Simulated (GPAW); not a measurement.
# K (Pm-3m) in GPAW: settings compared

Aim: see how the results for K move with the level of theory and the settings. Levels: PBE, RPBE. Tasks: single point.

Program: GPAW 26.7.0. These are calculated values, not measurements. Logs are shortened: lines on timing, memory, paths and dates and some standing lists are left out, and cuts for length are marked. The log counts tension as positive stress, the text compression.

## Step 1: The crystal as given

It takes space group Pm-3m (No. 221, cubic). Conventional cell: a = 4.310 Å, b = 4.310 Å, c = 4.310 Å, α = 90.00°, β = 90.00°, γ = 90.00°. K (site symmetry m-3m) has 6 K at 4.31 Å as nearest neighbours.

This isn't the form of K at room conditions, which is bcc.

## Step 2: Single point, PBE

File run.py:

```python
from ase.dft.bandgap import bandgap
from ase.io import read, write
from ase.units import GPa
from gpaw import GPAW, PW

atoms = read('K.xyz')

calc = GPAW(mode=PW(600),
            xc='PBE',
            kpts={'size': (6, 6, 6), 'gamma': True},
            occupations={'name': 'methfessel-paxton', 'order': 0, 'width': 0.05},
            nbands=11,
            convergence={'density': 1e-05, 'energy': 1e-05},
            maxiter=150,
            txt='gpaw.txt')
atoms.calc = calc
energy = atoms.get_potential_energy()
forces = atoms.get_forces()
stress = atoms.get_stress()
calc.write('gs.gpw')
write('result.traj', atoms)
print(f'Energy: {energy:.6f} eV')
print('Forces (eV/A):')
print(forces.round(4))
print('Stress (GPa):', (stress / GPa).round(3))
print('Fermi level:', round(calc.get_fermi_level(), 4), 'eV')
print(f'Gap: {bandgap(calc)[0]:.4f} eV, direct: {bandgap(calc, direct=True)[0]:.4f} eV')
```

File K.xyz:

```xyz
1
Lattice="4.3104394900 0.0000000000 0.0000000000 0.0000000000 4.3104394900 0.0000000000 0.0000000000 0.0000000000 4.3104394900" Properties=species:S:1:pos:R:3 pbc="T T T"
K      0.0000000000      0.0000000000      0.0000000000
```

Potentials or basis: GPAW PAW data sets (gpaw-data 1.2.1), pw.

Run with:

```bash
OMP_NUM_THREADS=1 python run.py
```

gpaw.txt:

```text
__  _  _
 | _ |_)|_||  |
 |__||  | ||/\| - 26.7.0

Input parameters:
  mode=PW(ecut=600.0),
  convergence={'density': 1e-05, 'energy': 1e-05},
  kpts=MonkhorstPack(size=(6, 6, 6), gamma=True),
  maxiter=150,
  nbands=11,
  occupations=Occupations(name='methfessel-paxton', order=0, width=0.05),
  xc=XC(name='PBE')

Diagonalizing LCAO Hamiltonian
Converting LCAO to pw mode
    .----------.
   /|          |
  / |          |
 *  |          |
 |  |          |
 |  .----------.
 | /          /
 |/          /
 K----------*

Atoms  # Å, Bohr magnetons
|   | symbol |        x |        y |        z |    initial magnetic moments |
|---|--------|----------|----------|----------|-----------------------------|
| 0 |      K | 0.000000 | 0.000000 | 0.000000 | ( 0.0000,  0.0000,  0.0000) |

Unit cell  # Å
| periodic |        x |        y |        z |  lengths |    angles |
|----------|----------|----------|----------|----------|-----------|
|      yes | 4.310439 | 0.000000 | 0.000000 | 4.310439 | 90.000000 |
|      yes | 0.000000 | 4.310439 | 0.000000 | 4.310439 | 90.000000 |
|      yes | 0.000000 | 0.000000 | 4.310439 | 4.310439 | 90.000000 |

Number of symmetries: 48
Symmetry operations  # r_c * U_cc + t_c -> r_c
|    | kind |            matrix            |
|----|------|------------------------------|
|  0 |  E   |  1, 0, 0,  0, 1, 0,  0, 0, 1 |
|  1 |  σ   |  1, 0, 0,  0, 1, 0,  0, 0,-1 |
|  2 |  σ   |  1, 0, 0,  0, 0, 1,  0, 1, 0 |
|  3 |  C4  |  1, 0, 0,  0, 0, 1,  0,-1, 0 |
|  4 |  C4  |  1, 0, 0,  0, 0,-1,  0, 1, 0 |
|  5 |  σ   |  1, 0, 0,  0, 0,-1,  0,-1, 0 |
|  6 |  σ   |  1, 0, 0,  0,-1, 0,  0, 0, 1 |
|  7 |  C2  |  1, 0, 0,  0,-1, 0,  0, 0,-1 |
|  8 |  σ   |  0, 1, 0,  1, 0, 0,  0, 0, 1 |
|  9 |  C2  |  0, 1, 0,  1, 0, 0,  0, 0,-1 |
| 10 |  C3  |  0, 1, 0,  0, 0, 1,  1, 0, 0 |
| 11 |  S6  |  0, 1, 0,  0, 0, 1, -1, 0, 0 |
| 12 |  S6  |  0, 1, 0,  0, 0,-1,  1, 0, 0 |
| 13 |  C3  |  0, 1, 0,  0, 0,-1, -1, 0, 0 |
| 14 |  C4  |  0, 1, 0, -1, 0, 0,  0, 0, 1 |
| 15 |  S4  |  0, 1, 0, -1, 0, 0,  0, 0,-1 |
| 16 |  C3  |  0, 0, 1,  1, 0, 0,  0, 1, 0 |
| 17 |  S6  |  0, 0, 1,  1, 0, 0,  0,-1, 0 |
| 18 |  σ   |  0, 0, 1,  0, 1, 0,  1, 0, 0 |
| 19 |  C4  |  0, 0, 1,  0, 1, 0, -1, 0, 0 |
| 20 |  C2  |  0, 0, 1,  0,-1, 0,  1, 0, 0 |
| 21 |  S4  |  0, 0, 1,  0,-1, 0, -1, 0, 0 |
| 22 |  S6  |  0, 0, 1, -1, 0, 0,  0, 1, 0 |
| 23 |  C3  |  0, 0, 1, -1, 0, 0,  0,-1, 0 |
| 24 |  S6  |  0, 0,-1,  1, 0, 0,  0, 1, 0 |
| 25 |  C3  |  0, 0,-1,  1, 0, 0,  0,-1, 0 |
| 26 |  C4  |  0, 0,-1,  0, 1, 0,  1, 0, 0 |
| 27 |  σ   |  0, 0,-1,  0, 1, 0, -1, 0, 0 |
| 28 |  S4  |  0, 0,-1,  0,-1, 0,  1, 0, 0 |
| 29 |  C2  |  0, 0,-1,  0,-1, 0, -1, 0, 0 |
| 30 |  C3  |  0, 0,-1, -1, 0, 0,  0, 1, 0 |
| 31 |  S6  |  0, 0,-1, -1, 0, 0,  0,-1, 0 |
| 32 |  C4  |  0,-1, 0,  1, 0, 0,  0, 0, 1 |
| 33 |  S4  |  0,-1, 0,  1, 0, 0,  0, 0,-1 |
| 34 |  S6  |  0,-1, 0,  0, 0, 1,  1, 0, 0 |
| 35 |  C3  |  0,-1, 0,  0, 0, 1, -1, 0, 0 |
| 36 |  C3  |  0,-1, 0,  0, 0,-1,  1, 0, 0 |
| 37 |  S6  |  0,-1, 0,  0, 0,-1, -1, 0, 0 |
| 38 |  σ   |  0,-1, 0, -1, 0, 0,  0, 0, 1 |
| 39 |  C2  |  0,-1, 0, -1, 0, 0,  0, 0,-1 |
| 40 |  σ   | -1, 0, 0,  0, 1, 0,  0, 0, 1 |
| 41 |  C2  | -1, 0, 0,  0, 1, 0,  0, 0,-1 |
| 42 |  C2  | -1, 0, 0,  0, 0, 1,  0, 1, 0 |
| 43 |  S4  | -1, 0, 0,  0, 0, 1,  0,-1, 0 |
| 44 |  S4  | -1, 0, 0,  0, 0,-1,  0, 1, 0 |
| 45 |  C2  | -1, 0, 0,  0, 0,-1,  0,-1, 0 |
| 46 |  C2  | -1, 0, 0,  0,-1, 0,  0, 0, 1 |
| 47 |  i   | -1, 0, 0,  0,-1, 0,  0, 0,-1 |

BZ-sampling:
  Number of BZ points: 216
  Number of IBZ points: 20

  Monkhorst-Pack size: [6, 6, 6]
  Monkhorst-Pack shift: [0.08333333333333333, 0.08333333333333333, 0.08333333333333333]

K-points  # in reciprocal-cell coordinates
|     |                                coordinates |     weight |
|-----|--------------------------------------------|------------|
|   0 | (  0.00000000,   0.00000000,   0.00000000) | 0.00462963 |
|   1 | (  0.16666667,   0.00000000,   0.00000000) | 0.02777778 |
|   2 | (  0.16666667,   0.16666667,   0.00000000) | 0.05555556 |
|   3 | (  0.16666667,   0.16666667,   0.16666667) | 0.03703704 |
|   4 | (  0.33333333,   0.00000000,   0.00000000) | 0.02777778 |
|   5 | (  0.33333333,   0.16666667,   0.00000000) | 0.11111111 |
|   6 | (  0.33333333,   0.16666667,   0.16666667) | 0.11111111 |
|   7 | (  0.33333333,   0.33333333,   0.00000000) | 0.05555556 |
|   8 | (  0.33333333,   0.33333333,   0.16666667) | 0.11111111 |
|   9 | (  0.33333333,   0.33333333,   0.33333333) | 0.03703704 |
| ... |                                            |            |
|  19 | (  0.50000000,   0.50000000,   0.50000000) | 0.00462963 |

Plane wave coefficients: 2721
Cutoff: 600.0 eV

Spin-components: 1 (collinear spins)
Bands:           11
Projectors:      5
Spin-degeneracy: 2
Datatype:        complex128

Parallelization:
  kpt:    1
  domain: 1
  band:   1

Density:
  Valence electrons: 9.0
  Components: 1
  Grid points: [25 25 25]
  Charge: 0.0  # |e|

Potential:
  Grid points: [25 25 25]

species:
  K:
    name:    Potassium
    Z:       19.0
    valence: 9
    core:    10
    charge:  0.0  # [|e|]
    compensation charges:
      type: gauss
      rc: 0.35  # [Å]
      lmax: 2
    cutoffs:
      filter: 1.91  # [Å]
      core: 1.27  # [Å]
    projectors
    | kind |    occ | energy [eV] | rcut [Å] |
    |------|--------|-------------|----------|
    |   3s |  2.000 |     -35.338 |    1.122 |
    |   4s |  1.000 |      -2.319 |    1.122 |
    |   3p |  6.000 |     -18.813 |    1.106 |
    |    p |        |       8.398 |    1.106 |
    |    d |        |       0.000 |    0.937 |

    Using partial waves for K as LCAO basis

Reference energy: -16382.253218  # eV

eigensolver:
  PPCG
  Converge bands: occupied
  niter=2

density mixing:
  MSR1-Mixer
  Pratt-step length: 0.05
  Maximum mixing coefficient: 0.75
  Old densities: 10
  SVD Regularization: 0.005
  Good broyden scale: 1.0
  Trust region scale: 1.0
  Backstep threshold: 4.0
  History deletion threshold: 6.0
  Fourier metric: weight=20.0, sigma=0.015

occupation numbers:
  Methfessel-Paxton:
    width: 0.0500  # eV
    order: 0

poisson solver:
  ecut: 4800.0  # eV

xc functional:
  name: PBE with 2 nearest neighbor stencil

convergence criteria:
- Maximum integral of absolute [dens]ity change: 1e-05 electrons / valence electron
- Maximum [total energy] change in last 3 cyles: 1e-05 eV / valence electron
- Maximum integral of absolute [eigenst]ate change: 4e-08 eV^2 / valence electron
maximum number of iterations: 150

SCF iterations
|iter     | |      energy | eigst |  dens |
|---------|-|-------------|-------|-------|
|iter:   1| |   -1.333289 | +0.06 |       |
|iter:   2| |   -1.304380 | -1.83 | -1.25 |
|iter:   3| |   -1.112173 | -1.38 | -1.29 |
|iter:   4| |   -1.106200 | -2.37 | -1.73 |
|iter:   5| |   -1.106540 | -4.19 | -2.06 |
|iter:   6| |   -1.106546 | -5.83 | -3.29 |
|iter:   7| |   -1.106546c| -7.10 | -3.76 |
|iter:   8| |   -1.106546c| -8.49c| -5.10c|

Converged in 8 steps
Energy contributions relative to reference atoms: (reference = -16382.253218)

Energy contributions:
  Kinetic:          -3.362811
  Coulomb:           3.922130
  Zero:             -0.653146
  External:          0.000000
  Xc:               -1.011150
  Entropy:          -0.003140
  Spinorbit:         0.000000
  ----------------------------
  Free energy:      -1.108116
  Extrapolated:     -1.106546

dipole moment: (-15.724078, -15.724078, -15.724078)  # |e|*Ang

Fermi level: 0.832
Eigenvalues  # (at kpt = [0.000, 0.000, 0.000])
| band index |      eig [eV] | occ [0-2] |
|------------|---------------|-----------|
|          0 |       -31.552 |     2.000 |
|          1 |       -15.027 |     2.000 |
|          2 |       -15.027 |     2.000 |
|          3 |       -15.027 |     2.000 |
|          4 |        -1.278 |     2.000 |
|          5 |         3.651 |     0.000 |
|          6 |         3.651 |     0.000 |
|          7 |         6.796 |     0.000 |
|          8 |         7.025 |     0.000 |
|          9 |         7.063 |     0.000 |
|         10 |         7.067 |     0.000 |

No gap
No difference between direct/indirect transitions

Forces  # eV/Ang
|        x |        y |        z |
|----------|----------|----------|
| -0.00000 | -0.00000 | -0.00000 |  # K    0

Stress tensor  # eV/Ang^3
|        x |        y |        z |
|----------|----------|----------|
| 0.000260 | 0.000000 | 0.000000 |
| 0.000000 | 0.000260 | 0.000000 |
| 0.000000 | 0.000000 | 0.000260 |

# Writing to gs.gpw (mode='')
```

It took 7.4 s on 1 thread of Arm Neoverse V1, shared host; peak memory 0.15 GiB.

What came out:

```
Free energy            : -1.1081 eV
Pressure               : 0.0 GPa
Band gap on the k mesh : none (metal or under the smearing width)
```

## Step 3: Single point, RPBE

Changes to run.py since step 2:

```diff
@@ -8,5 +8,5 @@
 calc = GPAW(mode=PW(600),
-            xc='PBE',
+            xc='RPBE',
             kpts={'size': (6, 6, 6), 'gamma': True},
-            occupations={'name': 'methfessel-paxton', 'order': 0, 'width': 0.05},
+            occupations={'name': 'methfessel-paxton', 'order': 0, 'width': 0.02},
             nbands=11,
```

K.xyz is that of step 2.

Potentials or basis: the program's PAW data sets (release 1.2.1) made for this functional, pw.

Run with:

```bash
OMP_NUM_THREADS=1 python run.py
```

gpaw.txt:

```text
__  _  _
 | _ |_)|_||  |
 |__||  | ||/\| - 26.7.0

Input parameters:
  mode=PW(ecut=600.0),
  convergence={'density': 1e-05, 'energy': 1e-05},
  kpts=MonkhorstPack(size=(6, 6, 6), gamma=True),
  maxiter=150,
  nbands=11,
  occupations=Occupations(name='methfessel-paxton', order=0, width=0.02),
  xc=XC(name='RPBE')

Diagonalizing LCAO Hamiltonian
Converting LCAO to pw mode
    .----------.
   /|          |
  / |          |
 *  |          |
 |  |          |
 |  .----------.
 | /          /
 |/          /
 K----------*

Atoms  # Å, Bohr magnetons
|   | symbol |        x |        y |        z |    initial magnetic moments |
|---|--------|----------|----------|----------|-----------------------------|
| 0 |      K | 0.000000 | 0.000000 | 0.000000 | ( 0.0000,  0.0000,  0.0000) |

Unit cell  # Å
| periodic |        x |        y |        z |  lengths |    angles |
|----------|----------|----------|----------|----------|-----------|
|      yes | 4.310439 | 0.000000 | 0.000000 | 4.310439 | 90.000000 |
|      yes | 0.000000 | 4.310439 | 0.000000 | 4.310439 | 90.000000 |
|      yes | 0.000000 | 0.000000 | 4.310439 | 4.310439 | 90.000000 |

Number of symmetries: 48
Symmetry operations  # r_c * U_cc + t_c -> r_c
|    | kind |            matrix            |
|----|------|------------------------------|
|  0 |  E   |  1, 0, 0,  0, 1, 0,  0, 0, 1 |
|  1 |  σ   |  1, 0, 0,  0, 1, 0,  0, 0,-1 |
|  2 |  σ   |  1, 0, 0,  0, 0, 1,  0, 1, 0 |
|  3 |  C4  |  1, 0, 0,  0, 0, 1,  0,-1, 0 |
|  4 |  C4  |  1, 0, 0,  0, 0,-1,  0, 1, 0 |
|  5 |  σ   |  1, 0, 0,  0, 0,-1,  0,-1, 0 |
|  6 |  σ   |  1, 0, 0,  0,-1, 0,  0, 0, 1 |
|  7 |  C2  |  1, 0, 0,  0,-1, 0,  0, 0,-1 |
|  8 |  σ   |  0, 1, 0,  1, 0, 0,  0, 0, 1 |
|  9 |  C2  |  0, 1, 0,  1, 0, 0,  0, 0,-1 |
| 10 |  C3  |  0, 1, 0,  0, 0, 1,  1, 0, 0 |
| 11 |  S6  |  0, 1, 0,  0, 0, 1, -1, 0, 0 |
| 12 |  S6  |  0, 1, 0,  0, 0,-1,  1, 0, 0 |
| 13 |  C3  |  0, 1, 0,  0, 0,-1, -1, 0, 0 |
| 14 |  C4  |  0, 1, 0, -1, 0, 0,  0, 0, 1 |
| 15 |  S4  |  0, 1, 0, -1, 0, 0,  0, 0,-1 |
| 16 |  C3  |  0, 0, 1,  1, 0, 0,  0, 1, 0 |
| 17 |  S6  |  0, 0, 1,  1, 0, 0,  0,-1, 0 |
| 18 |  σ   |  0, 0, 1,  0, 1, 0,  1, 0, 0 |
| 19 |  C4  |  0, 0, 1,  0, 1, 0, -1, 0, 0 |
| 20 |  C2  |  0, 0, 1,  0,-1, 0,  1, 0, 0 |
| 21 |  S4  |  0, 0, 1,  0,-1, 0, -1, 0, 0 |
| 22 |  S6  |  0, 0, 1, -1, 0, 0,  0, 1, 0 |
| 23 |  C3  |  0, 0, 1, -1, 0, 0,  0,-1, 0 |
| 24 |  S6  |  0, 0,-1,  1, 0, 0,  0, 1, 0 |
| 25 |  C3  |  0, 0,-1,  1, 0, 0,  0,-1, 0 |
| 26 |  C4  |  0, 0,-1,  0, 1, 0,  1, 0, 0 |
| 27 |  σ   |  0, 0,-1,  0, 1, 0, -1, 0, 0 |
| 28 |  S4  |  0, 0,-1,  0,-1, 0,  1, 0, 0 |
| 29 |  C2  |  0, 0,-1,  0,-1, 0, -1, 0, 0 |
| 30 |  C3  |  0, 0,-1, -1, 0, 0,  0, 1, 0 |
| 31 |  S6  |  0, 0,-1, -1, 0, 0,  0,-1, 0 |
| 32 |  C4  |  0,-1, 0,  1, 0, 0,  0, 0, 1 |
| 33 |  S4  |  0,-1, 0,  1, 0, 0,  0, 0,-1 |
[... 78 lines left out ...]
    |   3s |  2.000 |     -35.407 |    1.122 |
    |   4s |  1.000 |      -2.277 |    1.122 |
    |   3p |  6.000 |     -18.838 |    1.106 |
    |    p |        |       8.374 |    1.106 |
    |    d |        |       0.000 |    0.937 |

    Using partial waves for K as LCAO basis

Reference energy: -16386.668221  # eV

eigensolver:
  PPCG
  Converge bands: occupied
  niter=2

density mixing:
  MSR1-Mixer
  Pratt-step length: 0.05
  Maximum mixing coefficient: 0.75
  Old densities: 10
  SVD Regularization: 0.005
  Good broyden scale: 1.0
  Trust region scale: 1.0
  Backstep threshold: 4.0
  History deletion threshold: 6.0
  Fourier metric: weight=20.0, sigma=0.015

occupation numbers:
  Methfessel-Paxton:
    width: 0.0200  # eV
    order: 0

poisson solver:
  ecut: 4800.0  # eV

xc functional:
  name: RPBE with 2 nearest neighbor stencil

convergence criteria:
- Maximum integral of absolute [dens]ity change: 1e-05 electrons / valence electron
- Maximum [total energy] change in last 3 cyles: 1e-05 eV / valence electron
- Maximum integral of absolute [eigenst]ate change: 4e-08 eV^2 / valence electron
maximum number of iterations: 150

SCF iterations
|iter     | |      energy | eigst |  dens |
|---------|-|-------------|-------|-------|
|iter:   1| |   -1.237901 | +0.07 |       |
|iter:   2| |   -1.206443 | -1.82 | -1.22 |
|iter:   3| |   -1.003356 | -1.33 | -1.26 |
|iter:   4| |   -0.996945 | -2.28 | -1.70 |
|iter:   5| |   -0.997496 | -4.13 | -2.02 |
|iter:   6| |   -0.997509 | -5.67 | -3.15 |
|iter:   7| |   -0.997511c| -6.90 | -3.69 |
|iter:   8| |   -0.997511c| -7.94c| -4.96 |
|iter:   9| |   -0.997511c| -8.16c| -5.32c|

Converged in 9 steps
Energy contributions relative to reference atoms: (reference = -16386.668221)

Energy contributions:
  Kinetic:          -2.969704
  Coulomb:           3.645766
  Zero:             -0.690739
  External:          0.000000
  Xc:               -0.982207
  Entropy:          -0.001254
  Spinorbit:         0.000000
  ----------------------------
  Free energy:      -0.998138
  Extrapolated:     -0.997511

dipole moment: (-15.760458, -15.760458, -15.760458)  # |e|*Ang

Fermi level: 0.950
Eigenvalues  # (at kpt = [0.000, 0.000, 0.000])
| band index |      eig [eV] | occ [0-2] |
|------------|---------------|-----------|
|          0 |       -31.557 |     2.000 |
|          1 |       -14.986 |     2.000 |
|          2 |       -14.986 |     2.000 |
|          3 |       -14.986 |     2.000 |
|          4 |        -1.148 |     2.000 |
|          5 |         3.819 |     0.000 |
|          6 |         3.819 |     0.000 |
|          7 |         6.951 |     0.000 |
|          8 |         7.163 |     0.000 |
|          9 |         7.197 |     0.000 |
|         10 |         7.203 |     0.000 |

No gap
No difference between direct/indirect transitions

Forces  # eV/Ang
|       x |       y |       z |
|---------|---------|---------|
| 0.00000 | 0.00000 | 0.00000 |  # K    0

Stress tensor  # eV/Ang^3
|         x |         y |         z |
|-----------|-----------|-----------|
| -0.001275 | -0.000000 |  0.000000 |
| -0.000000 | -0.001275 |  0.000000 |
|  0.000000 |  0.000000 | -0.001275 |

# Writing to gs.gpw (mode='')
```

It took 7.9 s on 1 thread of Arm Neoverse V1, shared host; peak memory 0.15 GiB.

What came out:

- Free energy: -0.9981 eV
- Pressure: 0.2 GPa
- Band gap on the k mesh: none (metal or under the smearing width)

Levels at points of the mesh, in eV from the Fermi level:
```
           k point  band 1  band 2  band 3  band 4  band 5  band 6  band 7
(0.00, 0.00, 0.00)  -32.51  -15.94  -15.94  -15.94   -2.10    2.87    2.87
(0.50, 0.00, 0.00)  -32.50  -16.02  -15.93  -15.93   -0.06    0.08    3.48
(0.50, 0.50, 0.00)  -32.50  -16.01  -16.01  -15.92    1.05    2.07    2.07
(0.50, 0.50, 0.50)  -32.50  -16.00  -16.00  -16.00    2.23    2.23    2.23
```
